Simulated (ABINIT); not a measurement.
The system is P.

```xyz
4
Lattice="1.6477 -5.4650 0.0000 1.6477 5.4650 0.0000 0.0000 0.0000 4.5436" Properties=species:S:1:pos:R:3 pbc="T T T"
P     1.6477   -4.4173    2.6754
P     1.6477    4.4173    1.8683
P     1.6477   -1.0477    0.4035
P     1.6477    1.0477    4.1401
```

Base run:

| Property | Result |
| --- | --- |
| Program | ABINIT 10.8.3 (patched build) |
| Functional | revPBE |
| Potentials or basis | PseudoDojo NC SR PBE v0.4.1 standard |
| Cutoff | 599 eV |
| k mesh | 6 × 6 × 4 |
| Occupations | fermi-dirac, width 0.05 eV |
| Spin | no spin polarisation |

Its results: band gap on the k mesh 0.15 eV, direct; pressure 3.0 GPa; largest force 0.322 eV/Å.

Task: After a change of settings the same cell gave: band gap on the k mesh 0.18 eV, direct; pressure 1.7 GPa; largest force 0.286 eV/Å. Which change was it?
A. functional from revPBE to r2SCAN; cutoff from 599 eV to 517 eV
B. functional from revPBE to PBEsol; potentials or basis from PseudoDojo NC SR PBE v0.4.1 standard to PseudoDojo NC SR PBEsol v0.4.1 standard; cutoff from 599 eV to 490 eV
C. functional from revPBE to LDA; potentials or basis from PseudoDojo NC SR PBE v0.4.1 standard to PseudoDojo NC SR LDA v0.4.1 standard; cutoff from 599 eV to 490 eV

Result: A.

Caveats: the potentials were made for another functional, which shifts forces and pressure; a meta-GGA on potentials with a model core is unreliable (some runs).
